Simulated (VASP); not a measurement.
# Si (Fd-3m) in VASP: a series of runs

One crystal, Si, is run at these levels: PBE, PBE0, HSE(alpha, omega); tasks: single point.

Everything below comes from runs of VASP 6.6.1. Logs are shortened: lines on timing, memory, paths and dates and some standing lists are left out, and cuts for length are marked.

### 1 Starting point

The structure is cubic, space group Fd-3m (No. 227). Conventional cell: a = 5.444 Å, b = 5.444 Å, c = 5.444 Å, α = 90.00°, β = 90.00°, γ = 90.00°. Around Si (site symmetry -43m) lie 4 Si at 2.36 Å.

### 2 Single point, PBE

Input file INCAR:

```
SYSTEM = Si
PREC = Accurate
ENCUT = 450
EDIFF = 1E-6
ISMEAR = 0
SIGMA = 0.02
LREAL = .False.
LASPH = .True.
NELM = 80
ALGO = Fast
ISIF = 2
LWAVE = .False.
LCHARG = .False.
GGA = PE
```

Input file KPOINTS:

```
Automatic mesh
0
Gamma
  4 4 4
  0 0 0
```

Input file POSCAR:

```
Si
1.0
    0.0000000000      2.7218511865      2.7218511865
    2.7218511865      0.0000000000      2.7218511865
    2.7218511865      2.7218511865      0.0000000000
Si
2
Direct
    0.5000000000      0.5000000000      0.5000000000
    0.7500000000      0.7500000000      0.7500000000
```

Potentials or basis: VASP PAW PBE potentials, release 64 (Si_GW).

Started as:

```bash
cat potpaw_PBE.64/Si_GW/POTCAR > POTCAR
mpirun -np 1 vasp_std > vasp.out
```

OUTCAR:

```text
SYSTEM = Si
   PREC = Accurate
   ENCUT = 450
   EDIFF = 1E-6
   ISMEAR = 0
   LREAL = .False.
   LASPH = .True.
   NELM = 80
   ISIF = 2
   GGA = PE

 ion  position               nearest neighbor table
   1  0.500  0.500  0.500-   2 2.36   2 2.36   2 2.36   2 2.36
   2  0.750  0.750  0.750-   1 2.36   1 2.36   1 2.36   1 2.36

  LATTYP: Found a face centered cubic cell.
 ALAT       =     5.4437023730

  Lattice vectors:

 A1 = (   0.0000000000,   2.7218511865,   2.7218511865)
 A2 = (   2.7218511865,   0.0000000000,   2.7218511865)
 A3 = (   2.7218511865,   2.7218511865,   0.0000000000)

Analysis of symmetry for initial positions (statically):
=====================================================================
 Subroutine PRICEL returns:
 Original cell was already a primitive cell.

 Routine SETGRP: Setting up the symmetry group for a
 face centered cubic supercell.

 Subroutine GETGRP returns: Found 48 space group operations
 (whereof 24 operations were pure point group operations)
 out of a pool of 48 trial point group operations.

The static configuration has the point symmetry T_d .
 The point group associated with its full space group is O_h .

Analysis of symmetry for dynamics (positions and initial velocities):
=====================================================================
 Subroutine PRICEL returns:
 Original cell was already a primitive cell.

 Routine SETGRP: Setting up the symmetry group for a
 face centered cubic supercell.

 Subroutine GETGRP returns: Found 48 space group operations
 (whereof 24 operations were pure point group operations)
 out of a pool of 48 trial point group operations.

The dynamic configuration has the point symmetry T_d .
 The point group associated with its full space group is O_h .

 Subroutine INISYM returns: Found 48 space group operations
 (whereof 24 operations are pure point group operations),
 and found     1 'primitive' translations

----------------------------------------------------------------------------------------

                                     Primitive cell

  volume of cell :      40.3295

  direct lattice vectors                    reciprocal lattice vectors
     0.000000000  2.721851186  2.721851186    -0.183698507  0.183698507  0.183698507
     2.721851186  0.000000000  2.721851186     0.183698507 -0.183698507  0.183698507
     2.721851186  2.721851186  0.000000000     0.183698507  0.183698507 -0.183698507

[... 70 lines left out ...]
   IBRION =     -1    ionic relax: 0-MD 1-quasi-New 2-CG
   NFREE  =      0    steps in history (QN), initial steepest desc. (CG)
   ISIF   =      2    stress and relaxation
   ISYM   =      2    0-nonsym 1-usesym 2-fastsym
   POTIM  = 0.5000    time-step for ionic-motion
   TEBEG  =    0.0;   TEEND  =   0.0 temperature during run
   PSTRESS=    0.0 pullay stress
   NELECT =       8.0000    total number of electrons
   NUPDOWN=      -1.0000    fix difference up-down
   EMIN   =  10.00;   EMAX   =-10.00  energy-range for DOS
   EFERMI =   0.00;   METHOD = LEGACY
   ISMEAR =     0;   SIGMA  =   0.02  broadening in eV -4-tet -1-fermi 0-gaus
   EFERMI_NEDOS =   21; number of points for ismear=-14 and -15
   IALGO  =     68    algorithm
   IMIX   =      4    mixing-type and parameters
     AMIX     =   0.40;   BMIX     =  1.00
     AMIX_MAG =   1.60;   BMIX_MAG =  1.00
  volume/ion in A,a.u.               =      20.16       136.08
  Fermi-wavevector in a.u.,A,eV,Ry     =   0.954766  1.804247 12.402783  0.911579
  Thomas-Fermi vector in A             =   2.083543
   LORBIT       =      0    0 simple, 1 ext, 2 COOP (PROOUT), +10 PAW based schemes
   GGA     = PE    functional components
   LHFCALC =     F    Hartree Fock is set to
   AEXX    =    0.0000 exact exchange contribution
   IVDW    =     0    specifies the selected vdW correction
   LEPSILON=     F    determine dielectric tensor
   LRPA    =     F    only Hartree local field effects (RPA)
 non-spin polarized calculation
 RMM-DIIS sequential band-by-band and
 Gauss-broadening in eV      SIGMA  =   0.02
  energy-cutoff  :      450.00
  volume of cell :       40.33
 maximum number of plane-waves:       893
 NGX is ok and might be reduce to    28
   NGX = 13   NGY = 13   NGZ = 13

 number of electron       8.0000000 magnetization

 Free energy of the ion-electron system (eV)
  ---------------------------------------------------
  ext. energy  EPLUGINS =         0.00000000
  ---------------------------------------------------
  free energy    TOTEN  =       -10.65544408 eV

  energy without entropy =      -10.65544408  energy(sigma->0) =      -10.65544408

 E-fermi :   5.5512     XC(G=0):  -9.3432

 val. band max:        5.4367592194   @ k =   0.0000   0.0000   0.0000
 cond. band min:       6.1437870605   @ k =   0.5000   0.5000   0.0000
 fundamental gap:      0.7070278411
 Fermi energy:         5.5511869319

 k-point     1 :       0.0000    0.0000    0.0000
  band No.  band energies     occupation
      1      -6.4846      2.00000
      2       5.4368      2.00000
      3       5.4368      2.00000
      4       5.4368      2.00000
      5       7.9780      0.00000
      6       7.9780      0.00000
      7       7.9780      0.00000
      8       8.7174      0.00000
[... 67 lines left out ...]
 k-point     8 :      -0.2500    0.5000    0.2500
  band No.  band energies     occupation
      1      -2.2021      2.00000
      2      -2.2021      2.00000
      3       1.6015      2.00000
      4       1.6015      2.00000
      5       9.6976      0.00000
      6       9.6976      0.00000
      7      10.3987      0.00000
      8      10.3987      0.00000

------------------------ aborting loop because EDIFF is reached ----------------------------------------

  FORCE on cell =-STRESS in cart. coord.  units (eV):
  Direction    XX          YY          ZZ          XY          YZ          ZX
  --------------------------------------------------------------------------------------
  -------------------------------------------------------------------------------------
  Total        0.4875307      0.4875307      0.4875307      0.0000000      0.0000000     -0.0000000
  in kB       19.3682063     19.3682063     19.3682063      0.0000000      0.0000000     -0.0000000
  external PRESSURE =      19.3682063 kB  Pullay stress =       0.0000000 kB

 VOLUME and BASIS-vectors are now :
 -----------------------------------------------------------------------------
  energy-cutoff  :      450.00
  volume of cell :       40.33
      direct lattice vectors                 reciprocal lattice vectors
     0.000000000  2.721851186  2.721851186    -0.183698507  0.183698507  0.183698507
     2.721851186  0.000000000  2.721851186     0.183698507 -0.183698507  0.183698507
     2.721851186  2.721851186  0.000000000     0.183698507  0.183698507 -0.183698507

 POSITION                                       TOTAL-FORCE (eV/Angst)
 -----------------------------------------------------------------------------------
      2.72185      2.72185      2.72185         0.000000     -0.000000      0.000000
      4.08278      4.08278      4.08278        -0.000000      0.000000     -0.000000
 -----------------------------------------------------------------------------------
    total drift:                                0.000000      0.000000     -0.000000

  FREE ENERGIE OF THE ION-ELECTRON SYSTEM (eV)
  ---------------------------------------------------
  free  energy   TOTEN  =       -10.6554440761 eV

  energy  without entropy=      -10.6554440761  energy(sigma->0) =      -10.65544408
```

stdout:

```text
POSCAR found type information on POSCAR Si
 POSCAR found :  1 types and       2 ions
 scaLAPACK will be used
 LDA part: xc-table for (Slater+PW92), standard interpolation
 POSCAR, INCAR and KPOINTS ok, starting setup
 FFT: planning ... GRIDC
 FFT: planning ... GRID_SOFT
 FFT: planning ... GRID
 WAVECAR not read
 entering main loop
```

Run time: 4.7 s. Hardware: 1 thread of Intel Xeon 6975P-C (Granite Rapids), shared host; peak memory 0.14 GiB.

Results:

```yaml
Free_energy: -10.6554 eV
Pressure: 1.9 GPa
Band_gap_on_the_k_mesh: 0.71 eV, indirect (least direct gap 2.54 eV)
```

Caveat: the k mesh is coarse (spacing up to 0.50 Å⁻¹), so the values aren't converged. A k mesh can miss the band edges.

### 3 Single point, PBE0

Input file run.py:

```python
from ase.calculators.vasp import Vasp
from ase.dft.bandgap import bandgap
from ase.io import read

atoms = read('Si.cif')
calc = Vasp(
    directory='calc',
    xc='pbe0',
    pp='PBE',
    setups='recommended',
    prec='Accurate',
    encut=520,
    ediff=1e-07,
    ismear=0,
    sigma=0.01,
    lreal=False,
    lasph=True,
    nelm=80,
    algo='Normal',
    isif=2,
    lwave=False,
    lcharg=False,
    precfock='Normal',
    kpts=[4, 4, 4],
    gamma=False,
)
atoms.calc = calc

print('energy (eV):', atoms.get_potential_energy())
print('free energy (eV):', atoms.get_potential_energy(force_consistent=True))
print('forces (eV/A):')
print(atoms.get_forces())
print('stress (eV/A^3, Voigt):', atoms.get_stress())
print('Fermi level (eV):', calc.get_fermi_level())
gap, top, bottom = bandgap(calc)
print('band gap (eV):', gap, 'from (spin, k, band)', top, 'to', bottom)
```

Input file Si.cif:

```cif
data_Si
_cell_length_a 3.84927886
_cell_length_b 3.84927886
_cell_length_c 3.84927886
_cell_angle_alpha 60.00000000
_cell_angle_beta 60.00000000
_cell_angle_gamma 60.00000000
_space_group_name_H-M_alt 'P1'
_space_group_name_Hall 'P 1'
_space_group_IT_number 1
loop_
_space_group_symop_operation_xyz
'x,y,z'
loop_
_atom_site_label
_atom_site_type_symbol
_atom_site_symmetry_multiplicity
_atom_site_Wyckoff_symbol
_atom_site_fract_x
_atom_site_fract_y
_atom_site_fract_z
_atom_site_occupancy
Si1 Si 1 a 0.5000000000 0.5000000000 0.5000000000 1
Si2 Si 1 a 0.7500000000 0.7500000000 0.7500000000 1
```

Potentials or basis: VASP PAW PBE potentials, release 64 (Si).

Started as:

```bash
python run.py
```

Run time: 6.6 min. Hardware: 1 thread of AMD EPYC 9R45 (Zen 5), shared host; peak memory 0.14 GiB.

It converged, with:

- Free energy: -13.5780 eV
- Pressure: -0.7 GPa

Levels at points of the mesh, in eV from the valence-band top:
| k point | band 1 | band 2 | band 3 | band 4 | band 5 | band 6 | band 7 | band 8 |
| --- | --- | --- | --- | --- | --- | --- | --- | --- |
| (0.12, 0.12, 0.12) | -12.82 | -1.42 | 0.00 | 0.00 | 4.22 | 4.75 | 4.75 | 6.60 |

Caveat: the k mesh is coarse (spacing up to 0.50 Å⁻¹), so the values aren't converged, least of all with exact exchange; the PAW data sets were made with another functional, which shifts forces and pressure a little.

### 4 Single point, HSE(alpha, omega)

POSCAR is that of step 2.

Input file INCAR.step1:

```
SYSTEM = Si
PREC = Accurate
ENCUT = 520
EDIFF = 1E-5
ISMEAR = -1
SIGMA = 0.05
LREAL = .False.
LASPH = .True.
NELM = 100
ALGO = Normal
ISIF = 2
LWAVE = .True.
NBANDS = 11
GGA = PE
```

Input file INCAR.step2:

```
SYSTEM = Si
PREC = Accurate
ENCUT = 520
EDIFF = 1E-7
ISMEAR = -1
SIGMA = 0.05
LREAL = .False.
LASPH = .True.
NELM = 100
ALGO = Normal
ISIF = 2
LWAVE = .False.
LCHARG = .False.
GGA = PE
LHFCALC = .True.
HFSCREEN = 0.2
AEXX = 0.05
PRECFOCK = Fast
NBANDS = 11
ISTART = 1
```

Input file KPOINTS:

```
regular mesh
0
Gamma
  4 4 4
  0 0 0
```

Started as:

```bash
cat potpaw_PBE.64/Si/POTCAR > POTCAR
cp INCAR.step1 INCAR
mpirun -np 1 vasp_std > vasp.out
cp INCAR.step2 INCAR
mpirun -np 1 vasp_std > vasp.out
```

Wall time 36 s (1 thread of Intel Xeon Platinum 8375C at 2.90GHz (Ice Lake), shared host); peak memory 0.25 GiB.

Results (log left out):

```yaml
Free_energy: -11.0056 eV
Pressure: 1.5 GPa
Band_gap_on_the_k_mesh: 0.83 eV, indirect (least direct gap 2.70 eV)
```

Levels at points of the mesh, in eV from the valence-band top:
| k point | band 1 | band 2 | band 3 | band 4 | band 5 | band 6 | band 7 | band 8 | band 9 |
| --- | --- | --- | --- | --- | --- | --- | --- | --- | --- |
| (0.00, 0.00, 0.00) | -12.18 | 0.00 | 0.00 | 0.00 | 2.70 | 2.70 | 2.70 | 3.49 | 7.91 |
| (0.50, 0.00, 0.00) | -9.81 | -7.09 | -1.22 | -1.22 | 1.66 | 3.49 | 3.49 | 7.89 | 10.77 |
| (0.50, 0.50, 0.00) | -7.96 | -7.96 | -2.90 | -2.90 | 0.83 | 0.83 | 10.33 | 10.33 | 11.20 |

Caveat: the k mesh is coarse (spacing up to 0.50 Å⁻¹), so the values aren't converged, least of all with exact exchange; the PAW data sets were made with another functional, which shifts forces and pressure a little. A k mesh can miss the band edges.

### 5 Summary

```tsv
level	potentials or basis	cutoff (eV)	smearing	grid for exact exchange (PRECFOCK)	exchange at q = 0	monkhorst-Pack mesh	share of exact exchange	other keys	gap on the mesh (eV)	pressure (GPa)
PBE	VASP PAW PBE potentials, release 64 (Si_GW)	450	gaussian 0.02 eV	-	-	-	-	-	0.71	1.9
PBE0	VASP PAW PBE potentials, release 64 (Si)	520	gaussian 0.01 eV	Normal	default	yes	-	shifted = yes	-	-0.7
HSE(alpha, omega)	VASP PAW PBE potentials, release 64 (Si)	520	fermi-dirac 0.05 eV	Fast	-	-	0.05	-	0.83	1.5
```

Alike in all rows: task single point; no spin polarisation; cell as given; k mesh 4 × 4 × 4; the mesh is coarse, so values aren't converged.

Caveats: all runs use coarse meshes; the PAW data sets were made with another functional, which shifts forces and pressure a little (some runs).

Absolute energies hang on the potentials; compare differences alone.
